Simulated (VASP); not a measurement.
# SnS2 (Berndtite-2T) (P-3m1) in VASP: further runs

The runs below take SnS2 (Berndtite-2T) through relaxation of cell and atoms, with PBE, PBE+D3(BJ).

Program: VASP 6.6.1. These are calculated values, not measurements. Logs are shortened: lines on timing, memory, paths and dates and some standing lists are left out, and cuts for length are marked.

## 1. Starting point

Symmetry: P-3m1, No. 164, trigonal system. Conventional cell: a = 3.639 Å, b = 3.639 Å, c = 5.868 Å, α = 90.00°, β = 90.00°, γ = 120.00°. Sn (site symmetry -3m) has 6 S at 2.56 Å as nearest neighbours. S (site symmetry 3m) is surrounded by 3 Sn at 2.56 Å.

## 2. Relaxation of cell and atoms, PBE, target pressure 1.2 GPa, at which the enthalpy is minimised

File INCAR:

```
  PREC = Accurate
  ENCUT = 600
  EDIFF = 1E-6
  ISMEAR = 0
  SIGMA = 0.03
  LREAL = False
  LASPH = True
  NELM = 80
  ALGO = Normal
  ISIF = 3
  LWAVE = False
  LCHARG = False
  GGA = PE
  IBRION = 2
  NSW = 90
  EDIFFG = -0.01
  PSTRESS = 12.0
```

File KPOINTS:

```
regular mesh
0
Gamma
  9 9 5
```

File POSCAR:

```
SnS2
1.0
    3.6390000000      0.0000000000      0.0000000000
   -1.8195000000      3.1514664444      0.0000000000
    0.0000000000      0.0000000000      5.8680000000
Sn S
1 2
Direct
    0.0000000000      0.0000000000      0.0000000000
    0.3333333333      0.6666666667      0.2500000000
    0.6666666667      0.3333333333      0.7500000000
```

Potentials or basis: VASP PAW PBE potentials, release 64 (Sn_d, S).

The run is started by

```
$ cat potpaw_PBE.64/Sn_d/POTCAR potpaw_PBE.64/S/POTCAR > POTCAR
$ mpirun -np 1 vasp_std > vasp.out
```

OUTCAR:

```text
PREC = Accurate
   ENCUT = 600
   EDIFF = 1E-6
   ISMEAR = 0
   LREAL = False
   LASPH = True
   NELM = 80
   ISIF = 3
   GGA = PE
   IBRION = 2
   NSW = 90
   EDIFFG = -0.01
   PSTRESS = 12.0

 ion  position               nearest neighbor table
   1  0.000  0.000  0.000-   2 2.56   3 2.56   3 2.56   2 2.56   3 2.56   2 2.56
   2  0.333  0.667  0.250-   1 2.56   1 2.56   1 2.56
   3  0.667  0.333  0.750-   1 2.56   1 2.56   1 2.56

  LATTYP: Found a hexagonal cell.
 ALAT       =     3.6390000000
 C/A-ratio  =     1.6125309151

  Lattice vectors:

 A1 = (   3.6390000000,   0.0000000000,   0.0000000000)
 A2 = (  -1.8195000000,   3.1514664444,   0.0000000000)
 A3 = (   0.0000000000,   0.0000000000,   5.8680000000)

Analysis of symmetry for initial positions (statically):
=====================================================================
 Subroutine PRICEL returns:
 Original cell was already a primitive cell.

 Routine SETGRP: Setting up the symmetry group for a
 hexagonal supercell.

 Subroutine GETGRP returns: Found 12 space group operations
 (whereof 12 operations were pure point group operations)
 out of a pool of 24 trial point group operations.

The static configuration has the point symmetry D_3d.

Analysis of symmetry for dynamics (positions and initial velocities):
=====================================================================
 Subroutine PRICEL returns:
 Original cell was already a primitive cell.

 Routine SETGRP: Setting up the symmetry group for a
 hexagonal supercell.

 Subroutine GETGRP returns: Found 12 space group operations
 (whereof 12 operations were pure point group operations)
 out of a pool of 24 trial point group operations.

The dynamic configuration has the point symmetry D_3d.

 Subroutine INISYM returns: Found 12 space group operations
 (whereof 12 operations are pure point group operations),
 and found     1 'primitive' translations

----------------------------------------------------------------------------------------

                                     Primitive cell

  volume of cell :      67.2953

  direct lattice vectors                    reciprocal lattice vectors
     3.639000000  0.000000000  0.000000000     0.274800769  0.158656298  0.000000000
    -1.819500000  3.151466444  0.000000000     0.000000000  0.317312596  0.000000000
     0.000000000  0.000000000  5.868000000     0.000000000  0.000000000  0.170415815

  length of vectors
     3.639000000  3.639000000  5.868000000     0.317312596  0.317312596  0.170415815

  position of ions in fractional coordinates (direct lattice)
     0.000000000  0.000000000  0.000000000
     0.333333333  0.666666667  0.250000000
     0.666666667  0.333333333  0.750000000

  ion indices of the primitive-cell ions
   primitive index   ion index
                 1           1
                 2           2
                 3           3

----------------------------------------------------------------------------------------

 KPOINTS: regular mesh

Automatic generation of k-mesh.
 Grid dimensions read from file:
 generate k-points for:    9    9    5

 Generating k-lattice:

  Cartesian coordinates                     Fractional coordinates (reciprocal lattice)
     0.030533419  0.017628478  0.000000000     0.111111111  0.000000000  0.000000000
     0.000000000  0.035256955  0.000000000     0.000000000  0.111111111  0.000000000
     0.000000000  0.000000000  0.034083163     0.000000000  0.000000000  0.200000000

  Length of vectors
     0.035256955  0.035256955  0.034083163

  Shift w.r.t. Gamma in fractional coordinates (k-lattice)
     0.000000000  0.000000000  0.000000000

 Subroutine IBZKPT returns following result:
 ===========================================

 Found     50 irreducible k-points:

 Following reciprocal coordinates:
            Coordinates               Weight
  0.000000  0.000000  0.000000      1.000000
  0.111111  0.000000  0.000000      6.000000
  0.222222  0.000000  0.000000      6.000000
  0.333333  0.000000  0.000000      6.000000
  0.444444  0.000000  0.000000      6.000000
  0.111111  0.111111  0.000000      6.000000
[... 16 lines left out ...]
  0.222222  0.111111  0.200000     12.000000
 -0.111111  0.333333  0.200000     12.000000
 [... further k-points ...]
   k-points           NKPTS =     50   k-points in BZ     NKDIM =     50   number of bands    NBANDS=     17
   number of dos      NEDOS =    301   number of ions     NIONS =      3
   total plane-waves  NPLWV =  43200
   dimension x,y,z NGX =    30 NGY =   30 NGZ =   48
   dimension x,y,z NGXF=    60 NGYF=   60 NGZF=   96
   ions per type =               1   2
   NGX,Y,Z   is equivalent  to a cutoff of  13.71, 13.71, 13.60 a.u.
   NGXF,Y,Z  is equivalent  to a cutoff of  27.41, 27.41, 27.20 a.u.
 SYSTEM =  unknown system
   PREC   = accura    normal or accurate (medium, high low for compatibility)
   ISTART =      0    job   : 0-new  1-cont  2-samecut
   ICHARG =      2    charge: 1-file 2-atom 10-const
   ISPIN  =      1    spin polarized calculation?
   LNONCOLLINEAR =      F non collinear calculations
   LSORBIT =      F    spin-orbit coupling
   LASPH  =      T    aspherical Exc in radial PAW
   ENCUT  =  600.0 eV  44.10 Ry    6.64 a.u.   7.27  7.27 11.72*2*pi/ulx,y,z
   NELM   =     80;   NELMIN=  2; NELMDL= -5     # of ELM steps
   EDIFF  = 0.1E-05   stopping-criterion for ELM
   LREAL  =      F    real-space projection
   EDIFFG = -.1E-01   stopping-criterion for IOM
   NSW    =     90    number of steps for IOM
   IBRION =      2    ionic relax: 0-MD 1-quasi-New 2-CG
   NFREE  =      1    steps in history (QN), initial steepest desc. (CG)
   ISIF   =      3    stress and relaxation
   ISYM   =      2    0-nonsym 1-usesym 2-fastsym
   POTIM  = 0.5000    time-step for ionic-motion
   TEBEG  =    0.0;   TEEND  =   0.0 temperature during run
   PSTRESS=   12.0 pullay stress
   NELECT =      26.0000    total number of electrons
   NUPDOWN=      -1.0000    fix difference up-down
   EMIN   =  10.00;   EMAX   =-10.00  energy-range for DOS
   EFERMI =   0.00;   METHOD = LEGACY
   ISMEAR =     0;   SIGMA  =   0.03  broadening in eV -4-tet -1-fermi 0-gaus
   EFERMI_NEDOS =   21; number of points for ismear=-14 and -15
   IALGO  =     38    algorithm
   IMIX   =      4    mixing-type and parameters
     AMIX     =   0.40;   BMIX     =  1.00
     AMIX_MAG =   1.60;   BMIX_MAG =  1.00
  volume/ion in A,a.u.               =      22.43       151.38
  Fermi-wavevector in a.u.,A,eV,Ry     =   1.192352  2.253218 19.343434  1.421702
  Thomas-Fermi vector in A             =   2.328392
   LORBIT       =      0    0 simple, 1 ext, 2 COOP (PROOUT), +10 PAW based schemes
   GGA     = PE    functional components
   LHFCALC =     F    Hartree Fock is set to
   AEXX    =    0.0000 exact exchange contribution
   IVDW    =     0    specifies the selected vdW correction
   LEPSILON=     F    determine dielectric tensor
   LRPA    =     F    only Hartree local field effects (RPA)
 conjugate gradient relaxation of ions
 non-spin polarized calculation
 Gauss-broadening in eV      SIGMA  =   0.03
  energy-cutoff  :      600.00
  volume of cell :       67.30
 maximum number of plane-waves:      2297
 NGX is ok and might be reduce to    30
   NGX = 15   NGY = 15   NGZ = 23

--------------------------------------- Ionic step        1  -------------------------------------------

 number of electron      25.9999995 magnetization

 Free energy of the ion-electron system (eV)
  ---------------------------------------------------
  ext. energy  EPLUGINS =         0.00000000
  ---------------------------------------------------
  free energy    TOTEN  =       -13.13939870 eV

  energy without entropy =      -13.13939870  energy(sigma->0) =      -13.13939870

------------------------ aborting loop because EDIFF is reached ----------------------------------------

  FORCE on cell =-STRESS in cart. coord.  units (eV):
  Direction    XX          YY          ZZ          XY          YZ          ZX
  --------------------------------------------------------------------------------------
  -------------------------------------------------------------------------------------
  Total        1.8090605      1.8090605      1.6689766      0.0000000      0.0000000      0.0000000
  in kB       43.0703930     43.0703930     39.7352538      0.0000000      0.0000000      0.0000000
  external PRESSURE =      29.9586799 kB  Pullay stress =      12.0000000 kB
[... 100 lines left out ...]
  energy  without entropy=      -13.1760251902  energy(sigma->0) =      -13.17602519

  enthalpy is  TOTEN    =       -12.6560613048 eV   P V=        0.5199638854

[... ionic steps 4 to 10 ...]

--------------------------------------- Ionic step       11  -------------------------------------------

 number of electron      26.0000000 magnetization

------------------------ aborting loop because EDIFF is reached ----------------------------------------
[... 73 lines left out ...]
--------------------------------------- Ionic step       13  -------------------------------------------

 number of electron      26.0000001 magnetization

 Free energy of the ion-electron system (eV)
  ---------------------------------------------------
  ext. energy  EPLUGINS =         0.00000000
  ---------------------------------------------------
  free energy    TOTEN  =       -13.19362380 eV

  energy without entropy =      -13.19362380  energy(sigma->0) =      -13.19362380

 E-fermi :   4.2686     XC(G=0):  -9.3670

 val. band max:        4.0864621198   @ k =   0.1111   0.1111   0.0000
 cond. band min:       5.5583742624   @ k =   0.0000   0.4444   0.4000
 fundamental gap:      1.4719121426
 Fermi energy:         4.2685586379

 k-point     1 :       0.0000    0.0000    0.0000
  band No.  band energies     occupation
      1     -16.7490      2.00000
      2     -16.7490      2.00000
      3     -16.7117      2.00000
      4     -16.6866      2.00000
      5     -16.6866      2.00000
      6      -9.4174      2.00000
[... 457 lines left out ...]
      4     -16.6874      2.00000
      5     -16.6690      2.00000
      6      -8.4979      2.00000
[... 9 lines left out ...]
     16      10.0159      0.00000
     17      11.0480      0.00000

 [... further k-points ...]

------------------------ aborting loop because EDIFF is reached ----------------------------------------

  FORCE on cell =-STRESS in cart. coord.  units (eV):
  Direction    XX          YY          ZZ          XY          YZ          ZX
  --------------------------------------------------------------------------------------
  -------------------------------------------------------------------------------------
  Total        0.5558215      0.5558215      0.5384380      0.0000000     -0.0000000     -0.0000000
  in kB       12.5164559     12.5164559     12.1250005      0.0000000     -0.0000000     -0.0000000
  external PRESSURE =       0.3859708 kB  Pullay stress =      12.0000000 kB
[... 22 lines left out ...]
  energy  without entropy=      -13.1936238003  energy(sigma->0) =      -13.19362380

  enthalpy is  TOTEN    =       -12.6607366916 eV   P V=        0.5328871086

 reached required accuracy - stopping structural energy minimisation
```

Run time: 5.9 min. Hardware: 1 thread of AMD EPYC 7R13 (Zen 3), shared host; peak memory 0.22 GiB.

Results:

- Free energy: -13.1936 eV
- Relaxed volume: 23.72 Å³/atom
- Relaxed cell: a = 3.681 Å, b = 3.681 Å, c = 6.062 Å, α = 90.00°, β = 90.00°, γ = 120.00°
- Space group after relaxing (to 0.05 Å): P-3m1 (No. 164)
- Energy change on relaxing (the enthalpy is what falls): -18.1 meV/atom
- Ionic steps: 13
- Pressure after relaxing: 1.2 GPa
- Largest force after relaxing: 0.006 eV/Å
- Band gap on the k mesh: 1.47 eV, indirect (least direct gap 1.85 eV)

Forces in eV/Å, atoms in the order of the input:
```
Sn   0.000  0.000  0.000
S    0.000  0.000 -0.006
S    0.000  0.000  0.006
```

The path:
| step | energy change (eV) | largest force (eV/Å) | pressure (GPa) | volume (Å³) |
| --- | --- | --- | --- | --- |
| 1 | 0.0000 | 0.2414 | 4.20 | 67.30 |
| 2 | -0.0348 | 0.4088 | -1.04 | 71.46 |
| 3 | -0.0366 | 0.1139 | 1.28 | 69.42 |
| 4 | -0.0363 | 0.1076 | 1.35 | 69.38 |
| 5 | -0.0387 | 0.0722 | 1.31 | 69.57 |
| 6 | -0.0419 | 0.0092 | 1.27 | 69.91 |
| 7 | -0.0450 | 0.0170 | 1.16 | 70.22 |
| 8 | -0.0532 | 0.0389 | 0.86 | 71.14 |
| 9 | -0.0533 | 0.0053 | 1.12 | 71.06 |
| 10 | -0.0531 | 0.0098 | 1.26 | 71.02 |
| 11 | -0.0530 | 0.0158 | 1.30 | 71.01 |
| 12 | -0.0537 | 0.0053 | 1.27 | 71.08 |
| 13 | -0.0542 | 0.0057 | 1.24 | 71.15 |

Final structure:
```
Sn S
1.0
     3.68148    0.00000    0.00000
    -1.84074    3.18825    0.00000
     0.00000    0.00000    6.06163
Sn S
1 2
Cartesian
  -1.8407 3.1883 0.0000
  0.0000 2.1255 1.4791
  1.8407 1.0628 4.5825
```

Caveat: the cell is relaxed towards a set pressure, so the enthalpy falls and the energy may rise; spin-orbit coupling is left out, which moves the levels of the heavy elements; an odd mesh through Γ misses points on the zone boundary, where band edges often lie; this functional lacks dispersion, which binds the layers, so the pressure and a relaxed spacing across them are unreliable.

## 3. Relaxation of cell and atoms, PBE, target pressure 1.2 GPa, at which the enthalpy is minimised

This run uses another cell than the first one, of 23.72 Å³/atom, 1.057 times its volume.

INCAR: that of step 2 with these lines changed.

```diff
@@ -2,3 +2,3 @@
   ENCUT = 600
-  EDIFF = 1E-6
+  EDIFF = 1E-7
   ISMEAR = 0
@@ -15,3 +15,3 @@
   NSW = 90
-  EDIFFG = -0.01
+  EDIFFG = -0.005
   PSTRESS = 12.0
```

KPOINTS is that of step 2.

File POSCAR:

```
SnS2                                    
1.0
    3.6814780836     -0.0000000000     -0.0000000000
   -1.8407390418      3.1882535439      0.0000000000
   -0.0000000000     -0.0000000000      6.0616307859
  Sn              S             
     1     2
Direct
     0.0000000000000000    1.0000000000000000    0.0000000000000000
     0.3333333332999970    0.6666666667000030    0.2440109079056101
     0.6666666667000030    0.3333333332999970    0.7559890920943899
```

Potentials or basis: VASP PAW PBE potentials, release 64 (Sn_d, S).

The run is started by

```
$ cat potpaw_PBE.64/Sn_d/POTCAR potpaw_PBE.64/S/POTCAR > POTCAR
$ mpirun -np 1 vasp_std > vasp.out
```

Wall time 1.9 min (1 thread of AMD EPYC 7R13 (Zen 3), shared host); peak memory 0.21 GiB.

Results (log left out):

| Quantity | Value |
| --- | --- |
| Free energy | -13.1947 eV |
| Relaxed volume | 23.74 Å³/atom |
| Relaxed cell | a = 3.683 Å, b = 3.683 Å, c = 6.062 Å, α = 90.00°, β = 90.00°, γ = 120.00° |
| Space group after relaxing (to 0.05 Å) | P-3m1 (No. 164) |
| Energy change on relaxing (the enthalpy is what falls) | -0.2 meV/atom |
| Ionic steps | 4 |
| Pressure after relaxing | 1.2 GPa |
| Largest force after relaxing | 0.004 eV/Å |
| Band gap on the k mesh | 1.47 eV, indirect (least direct gap 1.85 eV) |

Forces in eV/Å, atoms in the order of the input:
```
Sn   0.000  0.000  0.000
S    0.000  0.000 -0.004
S    0.000  0.000  0.004
```

The path:
```
step  energy change (eV)  largest force (eV/Å)  pressure (GPa)  volume (Å³)
   1              0.0000                0.0060            1.24        71.15
   2             -0.0005                0.0101            1.19        71.22
   3             -0.0005                0.0103            1.18        71.22
   4             -0.0006                0.0038            1.20        71.23
```

Final structure:
```cif
data_structure
_symmetry_space_group_name_H-M 'P 1'
_symmetry_Int_Tables_number 1
_cell_length_a 3.6834
_cell_length_b 3.6834
_cell_length_c 6.0622
_cell_angle_alpha 90.000
_cell_angle_beta 90.000
_cell_angle_gamma 120.000
_cell_volume 71.23
loop_
_atom_site_label
_atom_site_type_symbol
_atom_site_fract_x
_atom_site_fract_y
_atom_site_fract_z
_atom_site_occupancy
Sn1 Sn 0.00000 0.00000 0.00000 1
S1 S 0.33333 0.66667 0.24386 1
S2 S 0.66667 0.33333 0.75614 1
```

Levels at points of the mesh, in eV from the valence-band top:
```
           k point  band 11  band 12  band 13  band 14  band 15  band 16
(0.00, 0.00, 0.00)    -0.26    -0.26    -0.03     1.90     3.71     5.43
```

Caveat: the cell is relaxed towards a set pressure, so the enthalpy falls and the energy may rise; spin-orbit coupling is left out, which moves the levels of the heavy elements; an odd mesh through Γ misses points on the zone boundary, where band edges often lie; this functional lacks dispersion, which binds the layers, so the pressure and a relaxed spacing across them are unreliable.

[end of part 1 of 2]
